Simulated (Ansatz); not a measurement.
# NaCl: pressure against volume

How stiff is NaCl, and at what volume does the pressure vanish? The cell is scaled evenly, atoms carried along, and solved with LAPW, PAW and all-electron datasets made for the crystal.

Program: Ansatz 0.2.0. Level of theory: DFT PBE, scalar-relativistic. These are calculated values, not measurements.

### Step 1. The system as given

It takes space group Pm-3m (No. 221, cubic). Conventional cell: a = 2.860 Å, b = 2.860 Å, c = 2.860 Å, α = 90.00°, β = 90.00°, γ = 90.00°. Around Na (site symmetry m-3m) lie 8 Cl at 2.48 Å. Around Cl (site symmetry m-3m) lie 8 Na at 2.48 Å.

As a file:

```cif
data_structure
_symmetry_space_group_name_H-M 'Pm-3m'
_symmetry_Int_Tables_number 221
_cell_length_a 2.8600
_cell_length_b 2.8600
_cell_length_c 2.8600
_cell_angle_alpha 90.000
_cell_angle_beta 90.000
_cell_angle_gamma 90.000
_cell_volume 23.39
loop_
_atom_site_label
_atom_site_type_symbol
_atom_site_symmetry_multiplicity
_atom_site_Wyckoff_symbol
_atom_site_fract_x
_atom_site_fract_y
_atom_site_fract_z
_atom_site_occupancy
Na1 Na 1 a 0.00000 0.00000 0.00000 1
Cl1 Cl 1 b 0.50000 0.50000 0.50000 1
```

The file gives the conventional cell by its symmetry; the runs use the cell typed in the input.

The cell comes from a crystallographic database entry that wasn't checked; take it as a given geometry, which may be far from equilibrium.

Atoms are numbered in the order of the input: Na1, Cl2.

### Step 2. Volume × 0.9405, LAPW

Input file input.yaml:

```yaml
crystal:
  lattice:
    - [2.8021129234, 0.0, 0.0]
    - [0.0, 2.8021129234, 0.0]
    - [0.0, 0.0, 2.8021129234]
  atoms:
    - { symbol: Na, position: [0.0, 0.0, 0.0] }
    - { symbol: Cl, position: [0.5, 0.5, 0.5] }
kpoints:
  mp_grid: { grid: [9, 9, 9] }
scf:
  occupations: { method: fermi_dirac, width: 0.03 }
hamiltonian:
  xc: pbe
  pseudopotentials: { kind: all_electron, lapw: { basis_error: 0.0005 } }
output:
  forces: true
  stress: true
  eigenvalues: true
```

### Step 3. Volume × 0.9405, PAW

input.yaml: that of step 2 with these lines changed.

```diff
@@ -14,3 +14,3 @@
   xc: pbe
-  pseudopotentials: { kind: all_electron, lapw: { basis_error: 0.0005 } }
+  pseudopotentials: { kind: paw }
 output:
@@ -19 +19,2 @@
   eigenvalues: true
+  efg: { contact_densities: true }
```

### Step 4. Volume × 0.9405, crystal datasets

input.yaml: that of step 3 with these lines changed.

```diff
@@ -14,3 +14,3 @@
   xc: pbe
-  pseudopotentials: { kind: paw }
+  pseudopotentials: { kind: all_electron, datasets: crystal }
 output:
```

### Step 5. Volume × 0.98, LAPW

Input file input.yaml:

```yaml
crystal:
  lattice:
    - [2.8408047908, 0.0, 0.0]
    - [0.0, 2.8408047908, 0.0]
    - [0.0, 0.0, 2.8408047908]
  atoms:
    - { symbol: Na, position: [0.0, 0.0, 0.0] }
    - { symbol: Cl, position: [0.5, 0.5, 0.5] }
kpoints:
  mp_grid: { grid: [9, 9, 9] }
scf:
  occupations: { method: fermi_dirac, width: 0.03 }
hamiltonian:
  xc: pbe
  pseudopotentials: { kind: all_electron, lapw: { basis_error: 0.0005 } }
output:
  forces: true
  stress: true
  eigenvalues: true
```

### Step 6. Volume × 0.98, PAW

input.yaml: that of step 5 with these lines changed.

```diff
@@ -14,3 +14,3 @@
   xc: pbe
-  pseudopotentials: { kind: all_electron, lapw: { basis_error: 0.0005 } }
+  pseudopotentials: { kind: paw }
 output:
@@ -19 +19,2 @@
   eigenvalues: true
+  efg: { contact_densities: true }
```

### Step 7. Volume × 1.02, LAPW

Input file input.yaml:

```yaml
crystal:
  lattice:
    - [2.8789409493, 0.0, 0.0]
    - [0.0, 2.8789409493, 0.0]
    - [0.0, 0.0, 2.8789409493]
  atoms:
    - { symbol: Na, position: [0.0, 0.0, 0.0] }
    - { symbol: Cl, position: [0.5, 0.5, 0.5] }
kpoints:
  mp_grid: { grid: [9, 9, 9] }
scf:
  occupations: { method: fermi_dirac, width: 0.03 }
hamiltonian:
  xc: pbe
  pseudopotentials: { kind: all_electron, lapw: { basis_error: 0.0005 } }
output:
  forces: true
  stress: true
  eigenvalues: true
```

### Step 8. Volume × 1.02, PAW

input.yaml: that of step 7 with these lines changed.

```diff
@@ -14,3 +14,3 @@
   xc: pbe
-  pseudopotentials: { kind: all_electron, lapw: { basis_error: 0.0005 } }
+  pseudopotentials: { kind: paw }
 output:
@@ -19 +19,2 @@
   eigenvalues: true
+  efg: { contact_densities: true }
```

### Step 9. Volume × 1.06, LAPW

Input file input.yaml:

```yaml
crystal:
  lattice:
    - [2.9160926721, 0.0, 0.0]
    - [0.0, 2.9160926721, 0.0]
    - [0.0, 0.0, 2.9160926721]
  atoms:
    - { symbol: Na, position: [0.0, 0.0, 0.0] }
    - { symbol: Cl, position: [0.5, 0.5, 0.5] }
kpoints:
  mp_grid: { grid: [9, 9, 9] }
scf:
  occupations: { method: fermi_dirac, width: 0.03 }
hamiltonian:
  xc: pbe
  pseudopotentials: { kind: all_electron, lapw: { basis_error: 0.0005 } }
output:
  forces: true
  stress: true
  eigenvalues: true
```

### Step 10. Volume × 1.06, PAW

input.yaml: that of step 9 with these lines changed.

```diff
@@ -14,3 +14,3 @@
   xc: pbe
-  pseudopotentials: { kind: all_electron, lapw: { basis_error: 0.0005 } }
+  pseudopotentials: { kind: paw }
 output:
@@ -19 +19,2 @@
   eigenvalues: true
+  efg: { contact_densities: true }
```

### Step 11. Volume × 1.06, crystal datasets

input.yaml: that of step 10 with these lines changed.

```diff
@@ -14,3 +14,3 @@
   xc: pbe
-  pseudopotentials: { kind: paw }
+  pseudopotentials: { kind: all_electron, datasets: crystal }
 output:
```

(Steps that only read results are left out.)

Q: Predict the outcome of this session.

As calculated:

| quantity | value |
| --- | --- |
| pressure at 11.00 Å³/atom (LAPW) | 82.14 GPa |
| pressure at 12.40 Å³/atom (LAPW) | 51.40 GPa |

**Reading.** Over this range the mean stiffness −dP/dlnV is 257 GPa by LAPW; the pressure keeps one sign, so equilibrium lies outside the range. The gap goes from 4.48 eV at the smallest volume to 4.92 eV at the largest, not steadily: it turns in between. No thermal or zero-point expansion is included.

These are semilocal Kohn-Sham gaps, which aren't the measured quantity. Such gaps usually fall short of the measured ones.
